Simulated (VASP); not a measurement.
# Zn: nudged elastic band

Zn, defect, 17 atoms in the cell. PBE, nudged elastic band; PAW potentials Zn (PBE set).

Path: a Zn atom hops into a neighbouring Zn vacancy; Moving images: 1.

## Input

INCAR.step1:
```
ALGO = Normal ; EDIFF = 1E-6
EDIFFG = -0.02 ; ENCUT = 300
IBRION = 2 ; ISIF = 2
ISMEAR = 1 ; KPAR = 8
LASPH = T ; LCHARG = F
LREAL = F ; LWAVE = F
NELM = 100 ; NSW = 100
POTIM = 0.5 ; PREC = Normal
SIGMA = 0.1
```

INCAR.step3, as INCAR.step1 but for:
```
- EDIFFG = -0.02
- IBRION = 2
- ISIF = 2
- POTIM = 0.5
+ EDIFFG = -0.05
+ IBRION = 1
+ IMAGES = 1
+ POTIM = 0.3
+ SPRING = -5
```

KPOINTS:
```
k-points
0
Gamma
  5 3 3
```

00/POSCAR:
```
Zn
1.0
    4.5363403472     -2.6169740200      0.0000000000
    6.8045105208      3.9254610300      0.0000000000
   -1.5917165425      0.0000000000      7.3004081919
Zn
17
Direct
    0.3909064340      0.5881885994      0.3389980001
    0.3894324820      0.9290547214      0.3331412940
    0.8838024633      0.2606539373      0.3317754661
    0.8978860476      0.5843065984      0.3321297892
    0.8735682963      0.9344525843      0.3335631657
    0.1107654602      0.0735748928      0.6577385681
    0.1148034659      0.4047987313      0.6540418149
    0.1126717767      0.7386611264      0.6594237521
    0.6082587362      0.0748530810      0.6510855663
    0.6130971289      0.4054779167      0.6630449556
    0.6137343356      0.7432050228      0.6766339381
    0.9998988959      0.0020463541      0.0103016090
    0.0024105400      0.3330598948      0.0039598502
    0.0036809538      0.6655690213      0.0079448676
    0.4994819109      0.0051939452      0.0165866774
    0.4988362342      0.3318681286      0.9992329085
    0.4977559084      0.6656961575      0.9958927973
```

01/POSCAR:
```
Zn
1.0
    4.5363403472     -2.6169740200      0.0000000000
    6.8045105208      3.9254610300      0.0000000000
   -1.5917165425      0.0000000000      7.3004081919
Zn
17
Direct
    0.3814667807      0.6057222165      0.3354211024
    0.3778153887      0.9357705368      0.3326241385
    0.8641103830      0.2666034669      0.3325024339
    1.1221848158      0.4358751913      0.3326793143
    0.8687056169      0.9351189332      0.3362447949
    0.0976356831      0.0843504413      0.6672942247
    0.0961197303      0.4158466939      0.6583693900
    0.0983556338      0.7494682992      0.6623586199
    0.5949591836      0.0837736242      0.6546194071
    0.5989060245      0.4159923749      0.6614192433
    0.5992742745      0.7508008669      0.6658298913
    0.9840922185      0.0098488056      0.0028326881
   -0.0165350049      0.3438840882      0.0045982645
   -0.0139225754      0.6759389009      0.0026256520
    0.4863085436      0.0124999948      0.0128271103
    0.4861980505      0.3431330645      1.0036733204
    0.4853163229      0.6760332141      0.9995754241
```

02/POSCAR:
```
Zn
1.0
    4.5363403472     -2.6169740200      0.0000000000
    6.8045105208      3.9254610300      0.0000000000
   -1.5917165425      0.0000000000      7.3004081919
Zn
17
Direct
    0.3543906455      0.6135951025      0.3317754198
    0.3684742635      0.9372477444      0.3321297684
    0.8600207089      0.2819959822      0.3331413054
    1.3441565252      0.2873937916      0.3335631988
    0.8614947081      0.9411297183      0.3389980389
    0.0843225715      0.0961461943      0.6766339611
    0.0788470242      0.4277942337      0.6510856727
    0.0836854244      0.7584190664      0.6630450647
    0.5832599745      0.0916023008      0.6594237526
    0.5813536873      0.4265160664      0.6577385563
    0.5853916742      0.7577399107      0.6540417967
    0.9683441319      0.0186373465     -0.0041072715
   -0.0299298123      0.3581351214      0.0165866950
   -0.0305755202      0.6848092781     -0.0007672207
    0.4742691857      0.0185102158      0.0079448771
    0.4704871486      0.3549875471      1.0103016525
    0.4729987287      0.6860010932      1.0039597521
```

POSCAR.step1:
```
Zn
1.0
    4.5363403472     -2.6169740200      0.0000000000
    6.8045105208      3.9254610300      0.0000000000
   -1.5917165425      0.0000000000      7.3004081919
Zn
17
Direct
    0.3890089300      0.5926726200      0.3345049800
    0.3890089300      0.9260059533      0.3345049800
    0.8890089300      0.2593392867      0.3345049800
    0.8890089300      0.5926726200      0.3345049800
    0.8890089300      0.9260059533      0.3345049800
    0.1109910700      0.0739940467      0.6654950200
    0.1109910700      0.4073273800      0.6654950200
    0.1109910700      0.7406607133      0.6654950200
    0.6109910700      0.0739940467      0.6654950200
    0.6109910700      0.4073273800      0.6654950200
    0.6109910700      0.7406607133      0.6654950200
    0.0000000000      0.0000000000      0.0000000000
    0.0000000000      0.3333333333      0.0000000000
    0.0000000000      0.6666666667      0.0000000000
    0.5000000000      0.0000000000      0.0000000000
    0.5000000000      0.3333333333      0.0000000000
    0.5000000000      0.6666666667      0.0000000000
```

POSCAR.step2:
```
Zn
1.0
    4.5363403472     -2.6169740200      0.0000000000
    6.8045105208      3.9254610300      0.0000000000
   -1.5917165425      0.0000000000      7.3004081919
Zn
17
Direct
    0.3890089300      0.5926726200      0.3345049800
    0.3890089300      0.9260059533      0.3345049800
    0.8890089300      0.2593392867      0.3345049800
    1.3890089300      0.2593392867      0.3345049800
    0.8890089300      0.9260059533      0.3345049800
    0.1109910700      0.0739940467      0.6654950200
    0.1109910700      0.4073273800      0.6654950200
    0.1109910700      0.7406607133      0.6654950200
    0.6109910700      0.0739940467      0.6654950200
    0.6109910700      0.4073273800      0.6654950200
    0.6109910700      0.7406607133      0.6654950200
    0.0000000000      0.0000000000      0.0000000000
    0.0000000000      0.3333333333      0.0000000000
    0.0000000000      0.6666666667      0.0000000000
    0.5000000000      0.0000000000      0.0000000000
    0.5000000000      0.3333333333      0.0000000000
    0.5000000000      0.6666666667      0.0000000000
```

Commands (each step's output is kept before the next begins):
```
cat potpaw_PBE.64/Zn/POTCAR > POTCAR
cp INCAR.step1 INCAR
cp POSCAR.step1 POSCAR
mpirun -np 8 vasp_std > vasp.out
cp POSCAR.step2 POSCAR
mpirun -np 8 vasp_std > vasp.out
# 00 and 02 hold the relaxed ends, the second shifted as a whole so that the mean position stays; the images between are interpolated (pair-distance (IDPP))
cp INCAR.step3 INCAR
mpirun -np 8 vasp_std > vasp.out
```

## Result

- Barrier (eV): 0.252
- Barrier of the reverse step (eV): 0.252
- Energy of the second end over the first (eV): 0.000
- Top of the path (share of its length): 0.51
- Length of the path (Å): 2.76
- Steps of the band: 17
- Ionic steps, all stages: 43
- Electronic steps, all stages: 274

Energy along the relaxed band:

| Image | Distance along the path (Å) | Energy above the first end (eV) | Slope along the path (eV/Å) | Largest force across the path (eV/Å) |
|---|---|---|---|---|
| 0 | 0.000 | 0.000 | relaxed end |  |
| 1 | 1.382 | 0.252 | 0.024 | 0.048 |
| 2 | 2.763 | -0.000 | relaxed end |  |

The cell is Zn (18 atoms) with one Zn atom missing.

The two ends have the same energy within 0.01 eV.

Limits: the cell holds 17 atoms, so the vacancy or interstitial meets its own images and the barrier isn't that of a lone defect; a single image in the middle can't show two humps with a dip between them, and says nothing of the springs.

VASP 6.6.1 took 982 s on 8 cores (Intel Xeon Platinum 8488C (Sapphire Rapids)), a shared host.
